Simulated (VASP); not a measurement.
GaN: band structure with LDA

The system is GaN.

```
Ga N
1.0
     3.18000    0.00000    0.00000
    -1.59000    2.75396    0.00000
     0.00000    0.00000    5.16600
Ga N
2 2
Cartesian
  1.5900 0.9180 2.5830
  0.0000 1.8360 0.0000
  1.5900 0.9180 4.5203
  0.0000 1.8360 1.9373
```

```
Program                : VASP 6.6.1
Task                   : band structure
Functional             : LDA
Potentials or basis    : VASP PAW LDA potentials, release 64 (Ga_d, N)
Cutoff                 : 520 eV
k mesh                 : 8 × 8 × 4
Occupations            : gaussian, width 0.02 eV
Spin                   : spin-orbit coupling, no magnetisation
Ladder                 : gaps
Further INCAR settings : ALGO = Fast; EDIFF = 1e-06
```

- Pressure: -3.4 GPa
- Largest force: 0.128 eV/Å
- Valence electrons inside the program's atomic spheres: Ga 11.90; N 3.71

Forces in eV/Å, atoms in the order of the input:
```
Ga   0.000  0.000 -0.128
Ga   0.000  0.000 -0.128
N    0.000  0.000  0.128
N    0.000  0.000  0.128
```

Stress tensor (GPa, compression positive):
```
-4.13  0.00  0.00
 0.00 -4.13  0.00
 0.00  0.00 -1.97
```

Wall time 2.5 min on 2 MPI ranks on Intel(R) Xeon(R) 6975P-C (Granite Rapids) (shared host), peak memory 0.35 GiB a rank.
